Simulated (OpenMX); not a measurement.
# GaSb: equation of state with PBE

The system is GaSb.

```
CELL_PARAMETERS angstrom
0.00000 3.05900 3.05900
3.05900 0.00000 3.05900
3.05900 3.05900 0.00000
ATOMIC_POSITIONS crystal
Sb 0.75000 0.75000 0.75000
Ga 0.00000 0.00000 0.00000
```

| Quantity | Value |
| --- | --- |
| Program | OpenMX 3.8.5 |
| Task | equation of state |
| Functional | PBE |
| Potentials or basis | OpenMX 2013 PBE set, Sb7.0-s3p2d2f1, Ga7.0-s3p2d2f1, fixed grid of 48 × 48 × 48 points |
| k mesh | 9 × 9 × 9 |
| Occupations | fermi-dirac, width 0.05 eV |
| Spin | no spin polarisation |

```json
{"Equilibrium volume": "31.02 Å³/atom (rough: see the caveat)", "Bulk modulus": "40 GPa (rough)"}
```

Energy against volume, from the lowest point:
```
volume (Å³/atom)  energy (meV/atom)
          26.907              89.14
          27.480              62.89
          28.052              41.90
          28.625              25.23
          29.197              13.33
          29.770               5.20
          30.342               0.00
```

Caveat: the minimum lies outside the volumes run; volumes in these bases differ from converged ones by about 1 %, for some elements by several; the basis of atomic orbitals isn't converged, which shifts pressures, moduli and gaps. Spin-orbit coupling is left out, which matters for the levels of Sb.
